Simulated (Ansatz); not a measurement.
Crystal: ZnCu.

```
Zn Cu
1.0
     2.94500    0.00000    0.00000
     0.00000    2.94500    0.00000
     0.00000    0.00000    2.94500
Zn Cu
1 1
Direct
  0.50000 0.50000 0.50000
  0.00000 0.00000 0.00000
```

- Program: Ansatz 0.2.0
- Task: relaxation of cell and atoms
- Functional: r2SCAN
- Potentials or basis: Ansatz PAW
- Cutoff: 500 eV (not typed: the program's choice for these potentials)
- k mesh: 9 × 9 × 9
- Occupations: fermi-dirac, width 0.05 eV
- Spin: no spin polarisation

At the start: volume 12.77 Å³/atom.

Question: Where does the relaxation end?

Answer: It ends after 5 steps and the volume is 12.46 Å³/atom (-2.5 %); space group Pm-3m (No. 221, to 0.05 Å).

Step by step:
```csv
step,energy change (eV),largest force (eV/Å),volume (Å³)
1,0.0000,0.0000,25.54
2,-0.0055,0.0000,25.16
3,-0.0065,0.0000,24.90
4,-0.0065,0.0000,24.92
5,-0.0063,0.0000,24.92
```

Final structure:
```yaml
crystal:
  lattice:
    - [2.92073, 0.00000, 0.00000]
    - [0.00000, 2.92073, 0.00000]
    - [0.00000, 0.00000, 2.92073]
  atoms:
    - { symbol: Zn, position: [0.50000, 0.50000, 0.50000] }
    - { symbol: Cu, position: [0.00000, 0.00000, 0.00000] }
```

Caveat: the plane-wave basis is chosen anew once the cell has moved, so the energies of steps on either side of that aren't comparable; the PAW data sets come from PBE, with cores solved anew for the run's functional, which leaves a small shift of forces and pressure.
